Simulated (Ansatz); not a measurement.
The cell is COD entry 9008680, as deposited and not checked against the literature; nothing was relaxed.

NaH: DFT, PBEsol, PAW with Ansatz's default frozen-core files, scalar-relativistic (Ansatz 0.2.0).

Command: `ansatz run input.yaml --threads 1 --pin off --max-ram 3072MiB --backend cpu --events-out ev --progress --plain --runs-dir out` The run took 9.5 s on 1 thread of Arm Neoverse V1 (shared host), peak memory 0.28 GiB.

```yaml
crystal:
  lattice:
    - [0.0, 2.44, 2.44]
    - [2.44, 0.0, 2.44]
    - [2.44, 2.44, 0.0]
  atoms:
    - { symbol: Na, position: [0.0, 0.0, 0.0] }
    - { symbol: H, position: [0.5, 0.5, 0.5] }
kpoints:
  mp_grid: { grid: [9, 9, 9] }
  band_path:
    path:
      - [0.0, 0.0, 0.0]
      - [0.5, 0.0, 0.5]
      - [0.625, 0.25, 0.625]
      - [0.375, 0.375, 0.75]
      - [0.0, 0.0, 0.0]
      - [0.5, 0.5, 0.5]
      - [0.5, 0.25, 0.75]
      - [0.5, 0.0, 0.5]
    npoints: 14
scf:
  occupations: { method: fermi_dirac, width: 0.03 }
hamiltonian:
  xc: pbesol
  pseudopotentials: { kind: paw }
output:
  forces: true
  stress: true
  eigenvalues: true
  efg: { contact_densities: true }
  populations: true
  bader: true
  dos: { projected: true, de: 0.2, e_range: [-14, 8] }
  write_density: true
  write_potential: true
  elf: true
  volumetric_format: npy
```

Output:

```
Engine: ansatz 0.2.0
Pseudopotentials: kind: paw
Pseudopotential: Na, paw, valence charge 9, recommended cutoff 420 eV (normal)
Pseudopotential: H, paw, valence charge 1, recommended cutoff 420 eV (normal)
Functional definition: PBEsol
  exchange = pbesol_x
  correlation = pbesol_c
Crystal: 2 atoms, lattice volume = 29.054 Å³
Basis set: ecut = 420 eV, 537 PW (Γ), exchange–correlation on 48×48×48 points (8 copies of the dense FFT grid, shifted against one another)
Bands: 9, of which v1, the nominal top of the filled ones, is band 5 counted from 1 (4 counted from 0)
Symmetry: 48 space group operations
Space group: Fm-3m (ITA 225), of the structure as read, at distance tolerance 3.1e-5 Å
k-points: 35 of 729
Non-local potential: Na, projectors of the file, l = 0: 3, l = 1: 2, l = 2: 1
Non-local potential: H, projectors of the file, l = 0: 2, l = 1: 1
PAW form: soft (Blöchl's): semilocal exchange-correlation on the pseudo side does not see the compensation charge
PAW frozen core: Na, regenerated for the run's functional, and the local potential with it (the file was generated under x = pbe(κ = 0.804, μ = 0.2195149727645171), c = pbe(β = 0.06672455060314922))
PAW one-centre angular grid: Na, 110 points (default); XC on 64 Gauss nodes
PAW one-centre angular grid: H, 110 points (default); XC on 64 Gauss nodes
Initial density: superposition of atomic densities (neutral atoms: chi_scale 0, normalization atom), corrected by the library's trained network
Initial wavefunctions: pseudopotential atomic-orbital guess
Functional: x = pbesol(κ = 0.804, μ = 0.12345679012345678), c = pbesol(β = 0.046)
SCF iter   1: F=—  HF=-1491.908782 eV  |F-HF|=—  |Δ(HF+E_count)|=         —  Δρ=6.35e-3  dr2=1.02e-2  ethr=1.77e-3  ⟨swp⟩=5.8  Hψ=2092  notcnv=0
preconditioner: auto → none  [insulator: Δε(μ)=3.725 eV  Ē_g=10.742 eV  σ=0.030 eV  W_gap=1.00  n_scr=8 (ndim 8)  ℏωp=9.7 eV  f_vac=0.000  D(μ)=0.00/eV (n_scr^D=0)  ε∞_Penn≈1.8]
SCF iter   2: F=—  HF=-1491.904878 eV  |F-HF|=—  |Δ(HF+E_count)|=   3.90e-3  Δρ=1.80e-3  dr2=8.51e-4  ethr=1.02e-4  ⟨swp⟩=2.0  Hψ=699  notcnv=0
SCF iter   3: F=—  HF=-1491.904607 eV  |F-HF|=—  |Δ(HF+E_count)|=   2.71e-4  Δρ=8.17e-5  dr2=1.22e-6  ethr=8.51e-6  ⟨swp⟩=1.9  Hψ=348  notcnv=0
SCF iter   4: F=—  HF=-1491.904594 eV  |F-HF|=—  |Δ(HF+E_count)|=   1.28e-5  Δρ=2.12e-5  dr2=7.74e-8  ethr=1.22e-8  ⟨swp⟩=2.0  Hψ=354  notcnv=0
iter 5 did not close the SCF: its close was put off for the readings that it lacked (scf_convergence_deferred on its scf_iter line)
SCF iter   5: F=-1491.904595 eV  HF=-1491.904595 eV  |F-HF|=7.49e-10  |Δ(HF+E_count)|=   2.44e-7  Δρ=4.21e-6  dr2=3.90e-9  ethr=7.74e-10  ⟨swp⟩=3.0  Hψ=490  notcnv=0
SCF iter   6: F=-1491.904595 eV  HF=-1491.904595 eV  |F-HF|=1.82e-11  |Δ(HF+E_count)|=  1.98e-10  Δρ=4.30e-7  dr2=1.44e-11  ethr=3.90e-11  ⟨swp⟩=4.0  Hψ=1358  notcnv=0
SCF 1 converged in 6 iterations: F = -1491.904595 eV  dr2 = 1.44e-11
  greatest PAW one-centre occupation: 0.999 electrons in one spin orbital (limit 2), on the Na atom at site 0 (counted from 0), in its partial waves of l = 0
NSCF: frozen V_eff on 99 k-points
SCF converged after 6 iterations
Free energy (F): -1491.904595 eV
Harris-Foulkes:  -1491.904595 eV  (|F-HF|=1.82e-11)
Internal energy: -1491.904595 eV  (E = F + TS)
E sigma→0 (E₀):  -1491.904595 eV
Fermi energy:    2.545885 eV
--- Per-component energies (eV) ---
  E_band       = -227.850413
  E_kinetic    = 133.529124
  E_local      = -1338.195986  (includes V_loc(G=0)·N_el)
  E_nonlocal   = 117.197969
  E_hartree    = 479.959299
  E_xc         = -47.033678
  E_vxc        = -60.903944  (∫ρ·V_xc dr)
  E_paw        = -253.795625  (= ΣΔE_a)
  E_vpaw       = -39.395050  (= ΣTr[D̂ρ^β])
  E_aug_tail   = -0.001164  (compensation charges beyond the density's cutoff)
  E_ewald      = -583.619228
  E_core_change = 0.054694  (= ΣΔE_core)
  E_smearing   = -0.000000  (= −TS)
  E_closure    = 0.000000  (closes the sum)
  Σ components = -1491.904595   (vs F -1491.904595, Δ=0.00e0)
--- Forces (eV/Å), atoms counted from 1 ---
  atom   1  Na    -0.00000000     0.00000000    -0.00000000
  atom   2  H      0.00000000     0.00000000     0.00000000
  max |Σ_I F_I| component: 1.09e-30 eV/Å
--- Stress (GPa, compression-positive) ---
       -1.185826       0.000000      -0.000000
       -0.000000      -1.185826       0.000000
        0.000000       0.000000      -1.185826
  P = ⅓ Tr σ = -1.1858 GPa (-11.858 kbar)
--- PAW observables at the nuclei: V_zz in 10²¹ V/m², potentials from the cell's mean, atoms counted from 1 ---
  atom   1  Na V_zz =    -0.000000   η = 0.0000   by run symmetry: forbidden
            electrostatic potential = -972.877994 V   contact ρ = 5876.570894 e/Å³
  atom   2  H  V_zz =    -0.000000   η = 0.0000   by run symmetry: forbidden
            electrostatic potential = -37.005684 V   contact ρ = 2.553953 e/Å³
--- Band table (eV; the first three rows and the last of 35) ---
  k-point 0: bands = ["-49.3119", "-21.3595", "-21.3595", "-21.3595", "-2.9311", "10.8628", "15.8587", "15.8587", "15.8587"]
  k-point 1: bands = ["-49.3112", "-21.3698", "-21.3607", "-21.3607", "-2.7222", "10.1716", "13.5424", "15.1839", "15.1839"]
  k-point 2: bands = ["-49.3094", "-21.3958", "-21.3639", "-21.3639", "-2.1191", "8.2434", "12.0695", "14.4639", "14.4639"]
  k-point 34: bands = ["-49.3040", "-21.4189", "-21.4079", "-21.3883", "0.5998", "6.0587", "6.8225", "9.1531", "16.3464"]
--- Löwdin populations: 2 sites ---
  site symbol       q [e]
     0     Na      8.4264
     1      H      1.5470
  spilling = 0.002657 (of n_electrons = 10.000000)
--- Bader charges: 2 sites ---
  site symbol  charge [e]  shift [e]
     0     Na      0.8039     0.0000
     1      H     -0.8039     0.0000
  estimated error of the sums over rays = 9.6e-5 e
```

populations.tsv:

```
# site	symbol	l	j	q
# orbitals = lowdin
# n_electrons = 10.000000
# spilling = 0.002657
0	Na	0_2S	-	1.988706
0	Na	0_3S	-	0.438677
0	Na	1_2P	-	5.999053
1	H	0_1S	-	1.546995
```

bader_charges.tsv:

```
# site	symbol	x_ang	y_ang	z_ang	partial_charge_e	electrons	volume_ang3	relative_density_drop	shared_charge_e	partial_wave_shift_e
# quadrature_error_electrons = 9.6e-5
0	Na	0.0000	0.0000	0.0000	0.80385	10.19615	10.36	-	0.80385	0.00004
1	H	2.4400	2.4400	2.4400	-0.80385	1.80385	18.70	-	-0.80385	0.00004
```
